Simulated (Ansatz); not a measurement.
The system is PbS.

```
CELL_PARAMETERS angstrom
2.07995 -5.99130 0.00000
2.07995 5.99130 0.00000
0.00000 0.00000 4.27932
ATOMIC_POSITIONS crystal
Pb 0.13056 0.86944 0.25000
Pb 0.86944 0.13056 0.75000
S 0.35480 0.64520 0.25000
S 0.64520 0.35480 0.75000
```

Measurements of this composition are mostly on another form, of space group No. 225.

| Item | Value |
| --- | --- |
| Program | Ansatz 0.2.0 |
| Task | relaxation of cell and atoms |
| Functional | PBEsol |
| Dispersion | D3(BJ) |
| Potentials or basis | Ansatz PAW |
| Cutoff | 420 eV (not typed: the program's choice for these potentials) |
| k mesh | 7 × 7 × 6 |
| Occupations | fermi-dirac, width 0.05 eV |
| Spin | no spin polarisation |

At the start: volume 26.66 Å³/atom.

How do energy, volume and symmetry change on relaxing?

It ends after 7 steps and the volume is 23.85 Å³/atom (-10.6 %); space group Cmcm (No. 63, to 0.05 Å).

Step by step:
```tsv
step	energy change (eV)	largest force (eV/Å)	volume (Å³)
1	0.0000	0.0277	106.65
2	-0.1369	0.1922	94.45
3	-0.1405	0.2366	94.41
4	-0.1539	0.0187	96.22
5	-0.1553	0.0176	95.53
6	-0.1554	0.0045	95.40
7	-0.1545	0.0044	95.40
```

Final structure:
```
Pb S
1.0
     2.01730   -5.62887    0.00000
     2.01730    5.62887    0.00000
     0.00000    0.00000    4.20061
Pb S
2 2
Cartesian
  2.0173 4.2351 1.0502
  2.0173 -4.2351 3.1505
  2.0173 1.5544 1.0502
  2.0173 -1.5544 3.1505
```

Caveat: the plane-wave basis is chosen anew once the cell has moved, so the energies of steps on either side of that aren't comparable; the PAW data sets come from PBE, with cores solved anew for the run's functional, which leaves a small shift of forces and pressure.
